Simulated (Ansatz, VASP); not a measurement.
Two plane-wave programs on WSe2

```
CELL_PARAMETERS angstrom
3.22672 0.00000 0.00000
-1.61336 2.79442 0.00000
0.00000 0.00000 16.66114
ATOMIC_POSITIONS crystal
W 0.00000 0.00000 0.99691
Se 0.33333 0.66667 0.10400
Se 0.33333 0.66667 0.90320
```

Change from the starting cell: mode 9 frozen in at -0.060 Å, equal normal strain along x and y -0.0133.

Alike in both runs: task single point; functional PBEsol; k mesh 9 × 9 × 2; occupations gaussian, width 0.05 eV; no spin polarisation.

|  | VASP | Ansatz |
| --- | --- | --- |
| version | VASP 6.6.1 | Ansatz 0.2.0 |
| potentials or method | VASP PAW PBE potentials, release 64 (W_sv, Se) | scalar-relativistic, plane waves, PAW |
| plane-wave cutoff (eV) | 520 | 420 |
| valence electrons in the cell | 26 | 46 |

|  | VASP | Ansatz | Ansatz less VASP |
| --- | --- | --- | --- |
| gap on the k mesh at the Fermi level (eV) | 1.69 | 1.69 | -0.001 |
| least direct gap on the mesh (eV) | 1.85 | 1.85 | +0.005 |
| rms of the force components (eV/Å) | 1.477 | 1.459 | -0.0175 |

Atom by atom the forces differ by 0.035 eV/Å (rms over components). The two sets of potentials don't hold the same shells in valence. Ansatz warned: «pseudo_functional_mismatch».

Caveats: the PAW data sets were made with another functional, which shifts forces and pressure a little (VASP); spin-orbit coupling is left out, which moves the levels of the heavy elements.
